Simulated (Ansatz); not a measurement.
# Ta16C: the cost of one run

Program: Ansatz 0.2.0. Level of theory: DFT PBE, scalar-relativistic, plane waves, PAW. These are calculated values, not measurements.

6 further runs of the same task are left out: 6 set aside as unsound or not needed.

**1. The system as given**

It takes space group Im-3m (No. 229, cubic). Conventional cell: a = 3.319 Å, b = 3.319 Å, c = 3.319 Å, α = 90.00°, β = 90.00°, γ = 90.00°. Around Ta (site symmetry m-3m) lie 8 Ta at 2.87 Å.

As a file:

```
CELL_PARAMETERS angstrom
-1.65948 1.65948 1.65948
1.65948 -1.65948 1.65948
1.65948 1.65948 -1.65948
ATOMIC_POSITIONS crystal
Ta 0.00000 0.00000 0.00000
```

It is the result of an earlier relaxation at this level (volume 18.28 Å³/atom; gap on the mesh: none (metal)).

**3. Setting up the map**

Atoms count from 1 in the order of the input.

C is moved over the surface cell; relaxed at each place: the height of the adsorbate's atoms; substrate rigid; the origin of the map has the adsorbate above Ta13.

First coordinate, position of C17 along the first surface vector, from above Ta13: 8 values from 0.000 to 0.875, periodic. Second coordinate, position of C17 along the second surface vector, from above Ta13: 8 values from 0.000 to 0.875, periodic.

Relaxed at each point: the height of the adsorbate's atoms; substrate rigid. Points are written as (first, second).

The two vectors of the plane (Å): (3.319, 0.000, 0.000); (0.000, 3.319, 0.000).

(The set-up runs are not shown.)

**4. Grid point (2/8, 2/8) of the map's two axes**

Input file input.yaml:

```yaml
crystal:
  lattice:
    - [6.6379342676, 0.0, 0.0]
    - [0.0, 6.6379342676, 0.0]
    - [0.0, 0.0, 20.2996557945]
  atoms:
    - { symbol: Ta, position: [0.25, 0.25, 0.1970476761] }
    - { symbol: Ta, position: [0.25, 0.75, 0.1970476761] }
    - { symbol: Ta, position: [0.75, 0.25, 0.1970476761] }
    - { symbol: Ta, position: [0.75, 0.75, 0.1970476761] }
    - { symbol: Ta, position: [0.0, 0.0, 0.2787970212] }
    - { symbol: Ta, position: [0.0, 0.5, 0.2787970212] }
    - { symbol: Ta, position: [0.5, 0.0, 0.2787970212] }
    - { symbol: Ta, position: [0.5, 0.5, 0.2787970212] }
    - { symbol: Ta, position: [0.25, 0.25, 0.3599139039] }
    - { symbol: Ta, position: [0.25, 0.75, 0.3599139039] }
    - { symbol: Ta, position: [0.75, 0.25, 0.3599139039] }
    - { symbol: Ta, position: [0.75, 0.75, 0.3599139039] }
    - { symbol: Ta, position: [0.0, 0.0, 0.4334879312] }
    - { symbol: Ta, position: [0.0, 0.5, 0.4334879312] }
    - { symbol: Ta, position: [0.5, 0.0, 0.4334879312] }
    - { symbol: Ta, position: [0.5, 0.5, 0.4334879312] }
    - { symbol: C, position: [0.125, 0.125, 0.5162479552] }
basis:
  ecutwfc: 420
kpoints:
  mp_grid: { grid: [4, 4, 1] }
hamiltonian:
  xc: pbe
  pseudopotentials: { kind: paw, azcp: { folder: soft_1 } }
scf:
  occupations: { method: gaussian, width: 0.1 }
output:
  forces: true
  eigenvalues: true
relax:
  adjacent_minimum: "off"
  f_tol: 0.025
  max_steps: 16
  constraints:
    - { sites: [0, 1, 2, 3, 4, 5, 6, 7, 8, 9, 10, 11, 12, 13, 14, 15] }
    - { sites: [16], fix: xy }
efield:
  axis: 3
  dipole_correction: true
  ramp_width: 0.04
```

On the command line:

```
$ ansatz run input.yaml --threads 4 --pin off --max-ram 12288MiB --backend cpu --events-out ev --progress --plain --runs-dir out
```

**Question.** How long does this run take on 4 threads of Arm Neoverse N1, shared host, and how much memory does it need?

About 3.1 min, with a peak of 2.5 GiB.
